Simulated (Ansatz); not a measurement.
How settings move the G0W0 gap of HfO2 (fluorite)

HfO2 in the fluorite structure, relaxed with r2SCAN; one-shot G0W0 in Ansatz without spin-orbit coupling. (Simulation; spin polarisation is off.)

```xyz
3
Lattice="0.0000 2.5292 2.5292 2.5292 0.0000 2.5292 2.5292 2.5292 0.0000" Properties=species:S:1:pos:R:3 pbc="T T T"
Hf    0.0000    0.0000    0.0000
O     1.2646    1.2646    1.2646
O     3.7938    3.7938    3.7938
```

Gaps are read over the mesh points alone. G0W0 here is at a finite number of bands, screening cutoff and k mesh, not at the basis limit.

| start | potentials | frequency model | mesh | empty bands | screening cutoff (eV) | Kohn-Sham gap (eV) | G0W0 gap (eV) |
| --- | --- | --- | --- | --- | --- | --- | --- |
| PBE | PAW | contour deformation | 6×6×6 | 73 | 100 | 3.80 | 5.08 |
| PBE | PAW | contour deformation | 6×6×6 | 177 | 180 | 3.80 | 5.21 |
| PBE | PAW | contour deformation | 6×6×6 | 344 | 260 | 3.80 | 5.28 |
| HSE06 | PAW | contour deformation | 6×6×6 | 177 | 180 | 5.41 | 5.86 |
| r2SCAN | PAW | contour deformation | 6×6×6 | 177 | 180 | 4.30 | 5.45 |
| PBE0 | PAW | contour deformation | 6×6×6 | 177 | 180 | 6.16 | 6.06 |
| PBE | PAW | Godby-Needs pole | 6×6×6 | 177 | 180 | 3.80 | 5.16 |
| PBE | PAW | contour deformation | 8×8×8 | 52 | 80 | 3.80 | 5.06 |
| PBE | norm-conserving | contour deformation | 6×6×6 | 177 | 180 | 3.84 | 5.27 |

The quasiparticle gap on this mesh is 5.28 eV (direct at X), against 3.80 eV from PBE: +1.48 eV. Renormalisation factors Z lie between 0.76 and 0.82.

Raising bands and cutoff together moves the gap by +0.13 eV (100 to 180 eV), then +0.07 eV (180 to 260 eV); the last step is still large, so the basis limit isn't reached. Starting from HSE06 (5.41 eV against PBE's 3.80 eV) gives 5.86 eV, +0.65 eV from G0W0@PBE at the same screening cutoff. Starting from r2SCAN (4.30 eV against PBE's 3.80 eV) gives 5.45 eV, +0.24 eV from G0W0@PBE at the same screening cutoff. Starting from PBE0 (6.16 eV against PBE's 3.80 eV) gives 6.06 eV, +0.85 eV from G0W0@PBE at the same screening cutoff. The Godby-Needs plasmon pole differs from contour deformation by -0.05 eV. Norm-conserving potentials (wave cutoff 1240 eV against 420 eV) shift the quasiparticle gap by +0.06 eV and the PBE gap by +0.04 eV. r2SCAN runs take a wave cutoff of 500 eV.
